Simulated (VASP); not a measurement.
# La (P6_3/mmc) in VASP: a series of runs

The runs below take La through single point, with LDA.

Everything below comes from runs of VASP 6.6.1. Logs are shortened: lines on timing, memory, paths and dates and some standing lists are left out, and cuts for length are marked.

### Step 1. The crystal as given

Symmetry: P6_3/mmc, No. 194, hexagonal system. The conventional cell has a = 3.750 Å, b = 3.750 Å, c = 6.070 Å, α = 90.00°, β = 90.00°, γ = 120.00°. La (site symmetry -6m2) is surrounded by 12 La at 3.73 to 3.75 Å.

This isn't the form of La at room conditions, which is double hcp.

### Step 2. Single point, LDA

Input file INCAR:

```
SYSTEM = La
PREC = Low ; ENCUT = 400
EDIFF = 1E-6 ; ISMEAR = -1
SIGMA = 0.1 ; LREAL = .FALSE.
LASPH = .TRUE. ; NELM = 100
ALGO = Normal ; ISIF = 2
LWAVE = .FALSE. ; LCHARG = .FALSE.
GGA = CA ; ADDGRID = .FALSE.
```

Input file KPOINTS:

```
Automatic mesh
0
G
  13 13 7
  0 0 0
```

Input file POSCAR:

```
La
1.0
    3.7500000000      0.0000000000      0.0000000000
   -1.8750000000      3.2475952642      0.0000000000
    0.0000000000      0.0000000000      6.0700000000
La
2
Direct
    0.6527560000      0.3219160000      0.7382770000
    0.3157440000      0.6620370000      0.2676620000
```

Potentials or basis: VASP PAW LDA potentials, release 64 (La).

On the command line:

```
$ cat potpaw_LDA.64/La/POTCAR > POTCAR
$ mpirun -np 1 vasp_std > vasp.out
```

OUTCAR:

```text
SYSTEM = La
   PREC = Low
   ENCUT = 400
   EDIFF = 1E-6
   ISMEAR = -1
   LREAL = .FALSE.
   LASPH = .TRUE.
   NELM = 100
   ISIF = 2
   GGA = CA

 Found    592 irreducible k-points:

 Following reciprocal coordinates:
            Coordinates               Weight
  0.000000  0.000000  0.000000      1.000000
  0.076923 -0.000000  0.000000      2.000000
  0.000000  0.076923  0.000000      2.000000
 -0.076923  0.076923  0.000000      2.000000
  0.153846 -0.000000  0.000000      2.000000
  0.000000  0.153846  0.000000      2.000000
   k-points           NKPTS =    592   k-points in BZ     NKDIM =    592   number of bands    NBANDS=     15
   number of dos      NEDOS =    301   number of ions     NIONS =      2
   total plane-waves  NPLWV =   9720
   dimension x,y,z NGX =    18 NGY =   18 NGZ =   30
   dimension x,y,z NGXF=    24 NGYF=   24 NGZF=   36
   ions per type =               2
   NGX,Y,Z   is equivalent  to a cutoff of   7.98,  7.98,  8.22 a.u.
   NGXF,Y,Z  is equivalent  to a cutoff of  10.64, 10.64,  9.86 a.u.
 SYSTEM =  La
   PREC   = low       normal or accurate (medium, high low for compatibility)
   ISTART =      0    job   : 0-new  1-cont  2-samecut
   ICHARG =      2    charge: 1-file 2-atom 10-const
   ISPIN  =      1    spin polarized calculation?
   LNONCOLLINEAR =      F non collinear calculations
   LSORBIT =      F    spin-orbit coupling
   LASPH  =      T    aspherical Exc in radial PAW
   ENCUT  =  400.0 eV  29.40 Ry    5.42 a.u.   6.12  6.12  9.90*2*pi/ulx,y,z
   NELM   =    100;   NELMIN=  2; NELMDL= -5     # of ELM steps
   EDIFF  = 0.1E-05   stopping-criterion for ELM
   LREAL  =      F    real-space projection
   EDIFFG = 0.1E-04   stopping-criterion for IOM
   NSW    =      0    number of steps for IOM
   IBRION =     -1    ionic relax: 0-MD 1-quasi-New 2-CG
   NFREE  =      0    steps in history (QN), initial steepest desc. (CG)
   ISIF   =      2    stress and relaxation
   ISYM   =      2    0-nonsym 1-usesym 2-fastsym
   POTIM  = 0.5000    time-step for ionic-motion
   TEBEG  =    0.0;   TEEND  =   0.0 temperature during run
   PSTRESS=    0.0 pullay stress
   NELECT =      22.0000    total number of electrons
   NUPDOWN=      -1.0000    fix difference up-down
   EMIN   =  10.00;   EMAX   =-10.00  energy-range for DOS
   EFERMI =   0.00;   METHOD = LEGACY
   ISMEAR =    -1;   SIGMA  =   0.10  broadening in eV -4-tet -1-fermi 0-gaus
   EFERMI_NEDOS =   21; number of points for ismear=-14 and -15
   IALGO  =     38    algorithm
   IMIX   =      4    mixing-type and parameters
     AMIX     =   0.40;   BMIX     =  1.00
     AMIX_MAG =   1.60;   BMIX_MAG =  1.00
  volume/ion in A,a.u.               =      36.96       249.43
  Fermi-wavevector in a.u.,A,eV,Ry     =   1.093004  2.065478 16.254307  1.194658
  Thomas-Fermi vector in A             =   2.229281
   LORBIT       =      0    0 simple, 1 ext, 2 COOP (PROOUT), +10 PAW based schemes
   GGA     = CA    functional components
   LHFCALC =     F    Hartree Fock is set to
   AEXX    =    0.0000 exact exchange contribution
   IVDW    =     0    specifies the selected vdW correction
   LEPSILON=     F    determine dielectric tensor
   LRPA    =     F    only Hartree local field effects (RPA)
 non-spin polarized calculation
  energy-cutoff  :      400.00
  volume of cell :       73.92
 maximum number of plane-waves:      1358
   NGX = 13   NGY = 13   NGZ = 19

 number of electron      21.9999851 magnetization

 Free energy of the ion-electron system (eV)
  ---------------------------------------------------
  ext. energy  EPLUGINS =         0.00000000
  ---------------------------------------------------
  free energy    TOTEN  =       -11.04019245 eV

  energy without entropy =      -10.91807097  energy(sigma->0) =      -10.97913171

 E-fermi :   7.6846     XC(G=0):  -9.7749

 val. band max:        7.6829597750   @ k =   0.0769  -0.4615   0.4286
 cond. band min:       7.6851695025   @ k =   0.4615   0.0769   0.2857
 fundamental gap:      0.0022097274
 Fermi energy:         7.6845908422

 k-point     1 :       0.0000    0.0000    0.0000
  band No.  band energies     occupation
      1     -25.0447      2.00000
      2     -24.8156      2.00000
      3      -9.4641      2.00000
      4      -8.2294      2.00000
      5      -8.2139      2.00000
      6      -8.0177      2.00000
      7      -8.0065      2.00000
      8      -7.9712      2.00000
      9       4.5172      2.00000
     10       5.9076      2.00000
     11       8.6693      0.00011
     12       8.9292      0.00001
     13       8.9403      0.00001
     14       9.0582      0.00000
     15       9.1646      0.00000

 k-point     2 :       0.0769   -0.0000    0.0000
  band No.  band energies     occupation
      1     -25.0346      2.00000
      2     -24.8111      2.00000
      3      -9.4389      2.00000
      4      -8.2967      2.00000
      5      -8.2397      2.00000
      6      -8.0796      2.00000
      7      -8.0214      2.00000
      8      -7.9778      2.00000
      9       4.6776      2.00000
     10       6.0560      2.00000
     11       8.3499      0.00258
     12       8.8724      0.00001
     13       8.9864      0.00000
     14       9.0643      0.00000
     15       9.1233      0.00000

 k-point     3 :       0.0000    0.0769    0.0000
  band No.  band energies     occupation
      1     -25.0345      2.00000
      2     -24.8111      2.00000
      3      -9.4388      2.00000
      4      -8.2985      2.00000
      5      -8.2381      2.00000
      6      -8.0781      2.00000
      7      -8.0230      2.00000
      8      -7.9779      2.00000
      9       4.6776      2.00000
     10       6.0566      2.00000
     11       8.3481      0.00262
     12       8.8731      0.00001
     13       8.9876      0.00000
     14       9.0657      0.00000
     15       9.1256      0.00000

 k-point     4 :      -0.0769    0.0769    0.0000
  band No.  band energies     occupation
      1     -25.0347      2.00000
      2     -24.8110      2.00000
      3      -9.4394      2.00000
      4      -8.2863      2.00000
      5      -8.2502      2.00000
      6      -8.0854      2.00000
      7      -8.0152      2.00000
      8      -7.9774      2.00000
      9       4.6775      2.00000
     10       6.0532      2.00000
     11       8.3576      0.00239
     12       8.8674      0.00001
     13       8.9812      0.00000
     14       9.0633      0.00000
     15       9.1294      0.00000

 k-point     5 :       0.1538   -0.0000    0.0000
  band No.  band energies     occupation
      1     -25.0058      2.00000
      2     -24.7992      2.00000
      3      -9.3665      2.00000
      4      -8.4847      2.00000
      5      -8.2978      2.00000
      6      -8.2623      2.00000
      7      -8.0456      2.00000
      8      -8.0055      2.00000
      9       5.1142      2.00000
     10       6.4219      1.99999
     11       7.9363      0.14934
     12       8.5316      0.00042
     13       8.7348      0.00005
     14       8.9954      0.00000
     15       9.1124      0.00000

 k-point     6 :       0.0000    0.1538    0.0000
  band No.  band energies     occupation
      1     -25.0057      2.00000
      2     -24.7993      2.00000
      3      -9.3661      2.00000
      4      -8.4862      2.00000
      5      -8.2962      2.00000
      6      -8.2614      2.00000
      7      -8.0467      2.00000
      8      -8.0060      2.00000
      9       5.1144      2.00000
     10       6.4246      1.99999
     11       7.9332      0.15371
     12       8.5360      0.00040
     13       8.7384      0.00005
     14       8.9937      0.00000
     15       9.0923      0.00000

 [... further k-points ...]

------------------------ aborting loop because EDIFF is reached ----------------------------------------

  FORCE on cell =-STRESS in cart. coord.  units (eV):
  Direction    XX          YY          ZZ          XY          YZ          ZX
  --------------------------------------------------------------------------------------
  -------------------------------------------------------------------------------------
  Total       -1.3396114     -1.3254306     -1.2088483      0.0138413      0.0076310     -0.0102990
  in kB      -29.0340456    -28.7266986    -26.1999532      0.2999899      0.1653895     -0.2232154
  external PRESSURE =     -27.9868991 kB  Pullay stress =       0.0000000 kB

 VOLUME and BASIS-vectors are now :
 -----------------------------------------------------------------------------
  energy-cutoff  :      400.00
  volume of cell :       73.92
      direct lattice vectors                 reciprocal lattice vectors
     3.750000000  0.000000000  0.000000000     0.266666667  0.153960072  0.000000000
    -1.875000000  3.247595264  0.000000000     0.000000000  0.307920144  0.000000000
     0.000000000  0.000000000  6.070000000     0.000000000  0.000000000  0.164744646

 POSITION                                       TOTAL-FORCE (eV/Angst)
 -----------------------------------------------------------------------------------
      1.84424      1.04545      4.48134        -0.008501      0.006288      0.232065
     -0.05728      2.15003      1.62471         0.008501     -0.006288     -0.232065
 -----------------------------------------------------------------------------------
    total drift:                               -0.000942     -0.000701      0.000259

  FREE ENERGIE OF THE ION-ELECTRON SYSTEM (eV)
  ---------------------------------------------------
  free  energy   TOTEN  =       -11.0401924457 eV

  energy  without entropy=      -10.9180709663  energy(sigma->0) =      -10.97913171
```

Run time: 2.4 min. Hardware: 1 thread of AMD EPYC 9R45 (Zen 5), shared host; peak memory 0.49 GiB.

The run converged, but some of its settings lie outside the range that counts as converged, so its numbers aren't taken as properties of the crystal.

What came out:

| Quantity | Value |
| --- | --- |
| Free energy | -11.0402 eV |
| Pressure | -2.8 GPa |
| Largest force | 0.232 eV/Å |
| Band gap on the k mesh | none (metal or under the smearing width) |

### Step 3. Single point, LDA

Changes to INCAR since step 2:

```diff
@@ -1,3 +1,3 @@
 SYSTEM = La
-PREC = Low ; ENCUT = 400
+PREC = Normal ; ENCUT = 400
 EDIFF = 1E-6 ; ISMEAR = -1
```

KPOINTS is that of step 2.

Input file POSCAR:

```
La
1.0
    3.7500000000      0.0000000000      0.0000000000
   -1.8750000000      3.2475952642      0.0000000000
    0.0000000000      0.0000000000      6.0700000000
La
2
Direct
    0.6666666667      0.3333333333      0.7500000000
    0.3333333333      0.6666666667      0.2500000000
```

Potentials or basis: VASP PAW LDA potentials, release 64 (La).

On the command line:

```
$ cat potpaw_LDA.64/La/POTCAR > POTCAR
$ mpirun -np 1 vasp_std > vasp.out
```

OUTCAR:

```text
SYSTEM = La
   PREC = Normal
   ENCUT = 400
   EDIFF = 1E-6
   ISMEAR = -1
   LREAL = .FALSE.
   LASPH = .TRUE.
   NELM = 100
   ISIF = 2
   GGA = CA

 Found     84 irreducible k-points:

 Following reciprocal coordinates:
            Coordinates               Weight
  0.000000  0.000000  0.000000      1.000000
  0.076923 -0.000000  0.000000      6.000000
  0.153846 -0.000000  0.000000      6.000000
  0.230769 -0.000000  0.000000      6.000000
  0.307692 -0.000000  0.000000      6.000000
[... 184 lines left out ...]
------------------------ aborting loop because EDIFF is reached ----------------------------------------

  FORCE on cell =-STRESS in cart. coord.  units (eV):
  Direction    XX          YY          ZZ          XY          YZ          ZX
  --------------------------------------------------------------------------------------
  -------------------------------------------------------------------------------------
  Total       -1.3783908     -1.3783908     -1.3691935      0.0000000      0.0000000     -0.0000000
  in kB      -29.8745303    -29.8745303    -29.6751934      0.0000000      0.0000000     -0.0000000
  external PRESSURE =     -29.8080846 kB  Pullay stress =       0.0000000 kB

 VOLUME and BASIS-vectors are now :
 -----------------------------------------------------------------------------
  energy-cutoff  :      400.00
  volume of cell :       73.92
      direct lattice vectors                 reciprocal lattice vectors
     3.750000000  0.000000000  0.000000000     0.266666667  0.153960072  0.000000000
    -1.875000000  3.247595264  0.000000000     0.000000000  0.307920144  0.000000000
     0.000000000  0.000000000  6.070000000     0.000000000  0.000000000  0.164744646

 POSITION                                       TOTAL-FORCE (eV/Angst)
 -----------------------------------------------------------------------------------
      1.87500      1.08253      4.55250        -0.000000      0.000000      0.000000
     -0.00000      2.16506      1.51750         0.000000      0.000000      0.000000
 -----------------------------------------------------------------------------------
    total drift:                                0.000000     -0.000000      0.000000

  FREE ENERGIE OF THE ION-ELECTRON SYSTEM (eV)
  ---------------------------------------------------
  free  energy   TOTEN  =       -11.0603713008 eV

  energy  without entropy=      -10.9370171783  energy(sigma->0) =      -10.99869424
```

stdout:

```text
POSCAR found type information on POSCAR La
 POSCAR found :  1 types and       2 ions
 scaLAPACK will be used
 LDA part: xc-table for (Slater(with rela. corr.)+CA(PZ))
 , standard interpolation
 POSCAR, INCAR and KPOINTS ok, starting setup
 FFT: planning ... GRIDC
 FFT: planning ... GRID_SOFT
 FFT: planning ... GRID
 WAVECAR not read
 entering main loop
```

Wall time 22 s (1 thread of AMD EPYC 9R45 (Zen 5), shared host); peak memory 0.15 GiB.

The run converged, but some of its settings lie outside the range that counts as converged, so its numbers aren't taken as properties of the crystal.

What came out:

```yaml
Free_energy: -11.0604 eV
Pressure: -3.0 GPa
Band_gap_on_the_k_mesh: none (metal or under the smearing width)
```

### Step 4. Single point, LDA

INCAR is that of step 3.

KPOINTS is that of step 3.

Input file POSCAR:

```
La
1.0
    3.7500000000      0.0000000000      0.0000000000
   -1.8750000000      3.2475952642      0.0000000000
    0.0000000000      0.0000000000      6.0700000000
La
2
Direct
    0.6527560000      0.3219160000      0.7382770000
    0.3157440000      0.6620370000      0.2676620000
```

On the command line:

```
$ cat potpaw_LDA.64/La/POTCAR > POTCAR
$ mpirun -np 1 vasp_std > vasp.out
```

Wall time 2.3 min (1 thread of AMD EPYC 9R45 (Zen 5), shared host); peak memory 0.5 GiB.

The run converged, but some of its settings lie outside the range that counts as converged, so its numbers aren't taken as properties of the crystal.

What came out:

```yaml
Free_energy: -11.0405 eV
Pressure: -2.8 GPa
Largest_force: 0.233 eV/Å
Band_gap_on_the_k_mesh: none (metal or under the smearing width)
```
